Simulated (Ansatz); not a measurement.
## Where B_Ti puts its levels in the gap of TiO2 (I4_1/amd)

Aim: at which Fermi levels does B_Ti in TiO2 (I4_1/amd) change its charge? The model is a cell of 48 host atoms with 1 Ti taken out and 1 B put in.

Calculated with Ansatz 0.2.0; place-levels on r2SCAN runs: charge-transition levels and formation energies with image-charge correction and potential alignment at the atomic sites.

Experimental background.

For TiO2, anatase (commercial powder, mean particle diameter 143 nm, hand pressed, 300 K), “Part I: determination of a structure/property transformation mechanism responsible for changes in the point of zero change of anatase titania with decreasing particle size” (2024, pmc:11477903) gives, by UV-VIS-NIR reflection spectroscopy: band gap (indirect optical gap from reflection cut-off wavelength, 143 nm …) 3.261 eV [Gap from reflection cut-off wavelength, not a Tauc fit; hand-pressed powder; same powder …].

Most raw output is cut from this account.

**1. Set-up**

The cell holds 48 atoms: 15 Ti, 32 O and 1 B. Cell: a = 7.556 Å, b = 7.556 Å, c = 9.583 Å, α = 90.0°, β = 90.0°, γ = 90.0°. It derives from TiO2 (space group I4_1/amd). Nearest the centre at fractional (0.750, 0.250, 0.500): B26 at 0.00 Å, O29 at 1.93 Å, O46 at 1.93 Å, O34 at 1.93 Å, O5 at 1.93 Å, O36 at 1.99 Å, O32 at 1.99 Å, Ti27 at 3.05 Å.

As a file:

```xyz
48
Lattice="7.5557 0.0000 0.0000 0.0000 7.5557 0.0000 0.0000 0.0000 9.5835" Properties=species:S:1:pos:R:3 pbc="T T T"
Ti    0.0000    0.0000    0.0000
Ti    1.8889    1.8889    4.7917
Ti    0.0000    1.8889    2.3959
Ti    1.8889    0.0000    7.1876
O     0.0000    1.8889    4.3824
O     1.8889    0.0000    9.1741
O     0.0000    0.0000    1.9865
O     1.8889    1.8889    6.7782
O     0.0000    1.8889    0.4094
O     1.8889    0.0000    5.2011
O     0.0000    0.0000    7.5970
O     1.8889    1.8889    2.8052
Ti    0.0000    3.7779    0.0000
Ti    1.8889    5.6668    4.7917
Ti    0.0000    5.6668    2.3959
Ti    1.8889    3.7779    7.1876
O     0.0000    5.6668    4.3824
O     1.8889    3.7779    9.1741
O     0.0000    3.7779    1.9865
O     1.8889    5.6668    6.7782
O     0.0000    5.6668    0.4094
O     1.8889    3.7779    5.2011
O     0.0000    3.7779    7.5970
O     1.8889    5.6668    2.8052
Ti    3.7779    0.0000    0.0000
B     5.6668    1.8889    4.7917
Ti    3.7779    1.8889    2.3959
Ti    5.6668    0.0000    7.1876
O     3.7779    1.8889    4.3824
O     5.6668    0.0000    9.1741
O     3.7779    0.0000    1.9865
O     5.6668    1.8889    6.7782
O     3.7779    1.8889    0.4094
O     5.6668    0.0000    5.2011
O     3.7779    0.0000    7.5970
O     5.6668    1.8889    2.8052
Ti    3.7779    3.7779    0.0000
Ti    5.6668    5.6668    4.7917
Ti    3.7779    5.6668    2.3959
Ti    5.6668    3.7779    7.1876
O     3.7779    5.6668    4.3824
O     5.6668    3.7779    9.1741
O     3.7779    3.7779    1.9865
O     5.6668    5.6668    6.7782
O     3.7779    5.6668    0.4094
O     5.6668    3.7779    5.2011
O     3.7779    3.7779    7.5970
O     5.6668    5.6668    2.8052
```

Known beforehand: the electronic dielectric constant, (6.86, 6.86, 6.30), and the static one, (66.30, 66.30, 30.29), computed on the host (DFPT, PBEsol).

The cell's shortest repeat is 7.6 Å.

**2. The runs of each charge state**

Levels follow from differences of total energies between charge states, each relaxed by itself.

Random displacements of about 0.05 Å break the site symmetry at the start, so that the relaxation can reach a distorted minimum if there is one. Forces are taken at the zone centre alone. The cell holds 1 electron more than the neutral one, with a uniform background that keeps it neutral on the whole.

One of the inputs; charge, spin and start change from state to state.

File qm1.relax/input.yaml:

```yaml
crystal:
  lattice:
    - [3.77786073, 0.0, 0.0]
    - [0.0, 3.77786073, 0.0]
    - [0.0, 0.0, 9.58347725]
  atoms:
    - { symbol: Ti, position: [0.0, 0.0, 0.0] }
    - { symbol: Ti, position: [0.5, 0.5, 0.5] }
    - { symbol: Ti, position: [0.0, 0.5, 0.25] }
    - { symbol: Ti, position: [0.5, 0.0, 0.75] }
    - { symbol: O, position: [0.0, 0.5, 0.45728385] }
    - { symbol: O, position: [0.5, 0.0, 0.95728385] }
    - { symbol: O, position: [0.0, 0.0, 0.20728385] }
    - { symbol: O, position: [0.5, 0.5, 0.70728385] }
    - { symbol: O, position: [0.0, 0.5, 0.04271615] }
    - { symbol: O, position: [0.5, 0.0, 0.54271615] }
    - { symbol: O, position: [0.0, 0.0, 0.79271615] }
    - { symbol: O, position: [0.5, 0.5, 0.29271615] }
  supercell: [2, 2, 1]
  defects: [{ substitution: { at: 25, symbol: B } }]
total_charge: -1
basis:
  ecutwfc: 500
  xc_grid: 2
hamiltonian:
  xc: r2scan
kpoints:
  mp_grid: { grid: [1, 1, 1] }
scf:
  occupations: { method: fixed }
  max_iter: 100
output:
  forces: true
  charged_corrections: { epsilon: [6.86, 6.86, 6.3], static_epsilon: [66.3, 66.3, 30.29] }
relax:
  f_tol: 0.02
  max_steps: 80
  random_displacement: { amplitude: 0.05, seed: 579 }
checkpoint:
  write: "../qm1.relax.run"
  compress: false
  write_wavefunctions: true
  write_every: 100000
```

On the command line:

```console
$ ansatz run input.yaml --threads 4 --pin off --max-ram 6594MiB --backend cpu --events-out ev --progress --plain --runs-dir out
```

Defect states can disperse in a cell of this size, so the energy is taken again at a 2×2×2 shifted mesh, on the relaxed structure.

The run of this state that the levels use, under r2SCAN:

File qm1.point/input.yaml:

```yaml
crystal:
  checkpoint: "../qm1.relax.run"
  host: checkpoint
total_charge: -1
basis:
  ecutwfc: 500
  xc_grid: 2
hamiltonian:
  xc: r2scan
kpoints:
  mp_grid: { grid: [2, 2, 2], shift: [0.5, 0.5, 0.5] }
scf:
  occupations: { method: fermi_dirac, width: 0.01 }
  max_iter: 100
output:
  forces: true
  eigenvalues: true
  charged_corrections:
    epsilon: [6.86, 6.86, 6.3]
    static_epsilon: [66.3, 66.3, 30.29]
    defect_position: [0.75, 0.25, 0.5]
  eigenstates: { localisation: true }
  populations: true
  band_densities: [{ bands: [v1, v1] }, { bands: [c1, c1] }]
  write_density: true
  write_potential: true
  volumetric_format: npy
checkpoint:
  read: "../qm1.relax.run"
  write: "../qm1.point.run"
  compress: false
  write_wavefunctions: false
  write_every: 100000
```

Relaxations under r2SCAN at the zone centre alone; times on 4 threads of Arm Neoverse V2, shared host:

```tsv
charge	moment (μB)	occupations	outcome	steps	largest displacement against the far atoms (Å)	time
−1	0	fixed	converged	12	0.72	64 s
0	1	fixed	converged	27	0.67	5.2 min
```

Single points under r2SCAN at a 2×2×2 shifted mesh; times on 4 threads of Arm Neoverse V2, shared host:

```tsv
charge	moment (μB)	occupations	outcome	time
−1	0	fermi-dirac	converged	56 s
0	1	fermi-dirac	converged	2.4 min
```

Distances (Å) from B26 to the nearest atoms after relaxation with r2SCAN:

```tsv
charge	moment (μB)	1.	2.	3.	4.	5.	6.
−1	0	O 1.41	O 1.42	O 1.61	O 1.61	O 2.61	O 2.62
0	1	O 1.43	O 1.45	O 1.55	O 1.56	O 2.56	O 2.59
```

**3. place-levels, r2SCAN**

A charged cell interacts with its images and the background, and its potential has another zero than the host's. place-levels removes the first by a point-charge model, screened by the static dielectric constant since the ions have relaxed around the charge, and the second by comparing potentials at atoms far from the defect.

The host is a run of the defect-free crystal in the same cutoffs, grids and k-points, so that basis and sampling errors cancel in part in the differences. The host is run in a cell of 12 atoms on a matching mesh. Its band edges are searched through the zone by a band path, so the gap is smaller than, or equal to, that on the mesh. Chemical potentials are energies per atom of Ti (hcp) and B (alpha-rhombohedral (B12)), run with the same functional and cutoff.

File levels.point.yaml:

```yaml
host:
  run: host.point.run
states: [qm1.point.run, q0_M1.point.run]
geometry_from:
  qm1.point.run: qm1.relax.run
  q0_M1.point.run: q0_M1.relax.run
  host.point.run: host.relax.run
chemical_potentials:
  Ti:
    energy: -2504.370405
    dataset: "<sha256 of the dataset>"
  B:
    energy: -156.553983
    dataset: "<sha256 of the dataset>"
```

On the command line:

```console
$ ansatz place-levels levels.point.yaml -- --threads 4 --pin off --max-ram 6594MiB
```

Run time: 0.12 s. Hardware: 4 threads of Arm Neoverse V2, shared host.

Under r2SCAN the gap is 2.56 eV, (0/−1) 0.09 eV.

Levels between the charges placed, in eV above the valence top:

```tsv
	gap (eV)	(0/−1)
r2SCAN	2.56	0.09
```

Corrections by state:

```tsv
charge	moment (μB)	image terms and alignment (eV)	band filling (eV)	ε used	over the lowest of its charge, as the program ranks them, band filling apart (eV)
0	1.0	0.000	-	-	0.000
−1	0.0	0.328	-	principal values (30.29, 66.30, 66.30)	0.000
```

From the program's caveats on the states, each cut to its opening words:

- charge 0 (1 μB): its alignment with the host at atomic sites is doubtful: the mean over the far sites moves by +0.0521 eV from their farther parts to their nearer, more than [...]
- charge 0 (1 μB): its moments differ from the host's by 1.0 Bohr magnetons in all (their sizes sum to 1.0), and by over 0.25 at 2 of the sites, 1 far from the defect: check that [...]
- charge 0 (1 μB): its sublattices stand up to 0.0878 Å off the host's, which by the two runs' forces adds about +0.15 eV to its energy against the host's, and moves the band [...]
- charge 0 (1 μB): flagged: stability check not made
- charge −1: how wide its charge is, is not read beside other atoms or cores, and a band state would take no correction
- charge −1: its alignment with the host at atomic sites is doubtful: the mean over the far sites moves by +0.0735 eV from their farther parts to their nearer, more than [...]
- charge −1: the host's ions (past the first shell or, of a walk that freed a part, those that it held) aren't shown at rest: they stand up to 0.293 Å off their sites, 3.63 [...]
- charge −1: its sublattices stand up to 0.0591 Å off the host's, which by the two runs' forces adds about +0.10 eV to its energy against the host's, and moves the band [...]
- charge −1: its displacements don't fall off away from the defect: farther atoms stand 0.083 Å off the host's places

Chemical potentials of the elements' reference phases, run alike. Formation energies (elemental references), with the Fermi level at the valence top and at the conduction bottom (gap 2.56 eV):

```tsv
charge	at valence top (eV)	at conduction bottom (eV)	correction included (eV)
0	7.73	7.73	0.00
−1	7.81	5.26	0.33
```

```tsv
Fermi level (eV)	lowest formation energy (eV)
0.00	7.73
0.23	7.58
0.46	7.35
0.70	7.12
0.93	6.89
1.16	6.65
1.39	6.42
1.63	6.19
1.86	5.96
2.09	5.72
2.32	5.49
2.56	5.26
```

**4. The same at the relaxations' own k-points**

The relaxations' own energies give the levels at their sampling, for comparison.

levels.relax_mesh.yaml is levels.point.yaml with these lines changed:

```diff
-  run: host.point.run
-states: [qm1.point.run, q0_M1.point.run]
-geometry_from:
-  qm1.point.run: qm1.relax.run
-  q0_M1.point.run: q0_M1.relax.run
-  host.point.run: host.relax.run
+  run: host.relax.run
+states: [qm1.relax.run, q0_M1.relax.run]
```

On the command line:

```console
$ ansatz place-levels levels.relax_mesh.yaml -- --threads 4 --pin off --max-ram 6594MiB
```

Levels between neighbouring charges, in eV above the valence top:

```tsv
	gap (eV)	(0/−1)
the zone centre alone	2.56	0.23
a 2×2×2 shifted mesh	2.56	0.09
```

Going from the zone centre alone to a 2×2×2 shifted mesh moves the levels that carry no band-filling term by up to 0.14 eV and formation energies against the elements by up to 0.49 eV.

**5. place-levels, PBE**

PBE on the same structure is run to see how far the result rests on the functional, though not on the errors that semilocal functionals share; the sampling changes too, to the zone centre alone, so differences hold both changes.

File qm1.pbe/input.yaml:

```yaml
crystal:
  checkpoint: "../qm1.relax.run"
  host: checkpoint
total_charge: -1
basis:
  ecutwfc: 420
  xc_grid: 2
hamiltonian:
  xc: pbe
kpoints:
  mp_grid: { grid: [1, 1, 1] }
scf:
  occupations: { method: fermi_dirac, width: 0.01 }
  max_iter: 100
output:
  forces: true
  eigenvalues: true
  charged_corrections:
    epsilon: [6.86, 6.86, 6.3]
    static_epsilon: [66.3, 66.3, 30.29]
    defect_position: [0.75, 0.25, 0.5]
checkpoint:
  write: "../qm1.pbe.run"
  compress: false
  write_wavefunctions: false
  write_every: 100000
```

Elapsed: 4.3 s, on 4 threads; peak memory 0.72 GiB.

File levels.pbe.yaml:

```yaml
host:
  run: host.pbe.run
states: [qm1.pbe.run, q0_M1.pbe.run]
geometry_from:
  qm1.pbe.run: qm1.relax.run
  q0_M1.pbe.run: q0_M1.relax.run
  host.pbe.run: host.relax.run
chemical_potentials:
  Ti:
    energy: -2499.666776
    dataset: "<sha256 of the dataset>"
  B:
    energy: -155.914366
    dataset: "<sha256 of the dataset>"
```

On the command line:

```console
$ ansatz place-levels levels.pbe.yaml -- --threads 4 --pin off --max-ram 6594MiB
```

Wall time 0.12 s (4 threads).

Under PBE the gap is 2.17 eV, (0/−1) 0.09 eV.

**6. A changed set-up**

The levels are placed again with one choice changed, to see how much they rest on it.

levels.try0.yaml is levels.point.yaml with these lines changed:

```diff
+epsilon: [6.86, 6.86, 6.3]
+static_epsilon: [6.86, 6.86, 6.3]
```

On the command line:

```console
$ ansatz place-levels levels.try0.yaml -- --threads 4 --pin off --max-ram 6594MiB
```

The change: the electronic dielectric constant for relaxed ions.

Levels in eV above the valence top; the changed ones are not the defect's:

```tsv
	gap (eV)	(0/−1)
changed	2.56	0.32
as set up	2.56	0.09
```

The largest shift is 0.23 eV.

**7. Cost and result**

Levels between neighbouring charges, in eV above each run's own valence top:

```tsv
	gap (eV)	(0/−1)	CPU time a state at this stage (restarts are quicker than cold starts)
r2SCAN, 2×2×2 shifted mesh	2.56	0.09	6.3 min
PBE on r2SCAN structures, zone centre alone	2.17	0.09	35 s
```

**8. Outcome**

| Quantity | Value |
| --- | --- |
| gap of the host | 2.56 eV (r2SCAN) |
| level (0/minus 1) | 0.09 eV above the valence top |
| lowest of the charges placed, just above the valence top (0.02 eV) | 0 |
| lowest of the charges placed, just below the conduction bottom (0.02 eV) | −1 |
| lowest formation energy at mid-gap of the charges run, elemental references | 6.54 eV |

What this shows: Of the charges placed (−1 and 0), the lowest changes at 0.09 eV (0/−1) above the valence top, in a gap of 2.56 eV. (0/−1) lies nearer to a band edge than the share of the finite-size correction in it (0.33 eV), and that correction holds for a localised charge alone. (0/−1) lies 0.09 eV from a band edge, less than the doubt on such levels. Charges above 0 and below −1 were not placed, so these runs say nothing of levels that involve them. States placed: 0 at 1 μB; −1 at 0 μB. Other spin states or structures, where not listed, weren't placed. B is taken at its element; compounds, which aren't counted here, bound the chemical potentials and would shift these formation energies. Going from the zone centre alone to a 2×2×2 shifted mesh moves the levels that carry no band-filling term by up to 0.14 eV and formation energies against the elements by up to 0.49 eV. The program doubts the alignment of potentials for at least one state, a sign that the cell is small. Limits: the images are only 7.6 Å apart; r2SCAN makes the gap too small and tends to spread out bound carriers; where a gas molecule sets a chemical potential or the host's formation energy, its binding is uncorrected; force components of up to 0.60 eV/Å remain in a run at the final settings.

Calculation against experiment:

```
                             quantity  measured              PBE           r2SCAN
band gap (least gap of the host) (eV)     3.261  2.17 (-1.09 eV)  2.56 (-0.71 eV)
```

Measured values from pmc:11477903 (2024).

**Verdict.** For the band gap, of the levels listed nearest comes r2SCAN (-0.71 eV, a clear miss) and farthest PBE (-1.09 eV, a clear miss). Local and semilocal functionals usually give gaps below the measured ones. An optical gap can lie under the band gap by the exciton's binding. Zero-point and thermal motion shift the measured gap.

[Logs are printed without paths, hosts, clocks, repeated set-up lines and the standing remarks that a program may print on its own settings, such as how far it seeks lower states.]

[Hosts, paths, dates, database ids (printed as entryN), source tags and the programs' standing remarks are cut or masked in the printed files.]

[Where a table of states has a column of steps, it counts the stored structures, which are thinned; the runs took as many ionic steps or more.]

[A defect's name tells the site on which it was built; relaxed atoms can leave that site.]

[For some hosts the program warned that the k-mesh of the response run may be too coarse for force constants and the static dielectric constant; such warnings are not shown here.]
